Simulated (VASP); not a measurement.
Ba: single point with BLYP

Crystal: Ba.

```
CELL_PARAMETERS angstrom
0.00000 5.29395 5.29395
5.29395 0.00000 5.29395
5.29395 5.29395 0.00000
ATOMIC_POSITIONS crystal
Ba 0.12500 0.12500 0.12500
Ba 0.87500 0.87500 0.87500
```

This isn't the form of Ba at room conditions, which is bcc.

| Property | Result |
| --- | --- |
| Program | VASP 6.6.1 |
| Task | single point |
| Functional | BLYP |
| Potentials or basis | VASP PAW PBE potentials, release 64 (Ba_sv) |
| Cutoff | 520 eV |
| k mesh | 6 × 6 × 6 |
| Occupations | fermi-dirac, width 0.1 eV |
| Spin | no spin polarisation |

```
Pressure               : 0.1 GPa
Band gap on the k mesh : none (metal or under the smearing width)
```

Levels at points of the mesh, in eV from the Fermi level:
| k point | band 8 | band 9 | band 10 | band 11 | band 12 | band 13 |
| --- | --- | --- | --- | --- | --- | --- |
| (0.00, 0.00, 0.00) | -15.08 | -1.92 | 0.35 | 0.35 | 0.35 | 0.37 |
| (0.50, 0.00, 0.00) | -15.07 | -1.25 | -0.18 | 0.32 | 0.38 | 0.38 |
| (0.50, 0.50, 0.00) | -15.06 | -0.63 | -0.63 | 0.08 | 0.08 | 0.47 |

It took 69 s on 1 thread of Intel(R) Xeon(R) 6975P-C (Granite Rapids) (shared host), peak memory 0.44 GiB.

Caveat: the PAW data sets were made with another functional, which shifts forces and pressure a little. The run has no spin-orbit coupling, so splittings on Ba are missing.
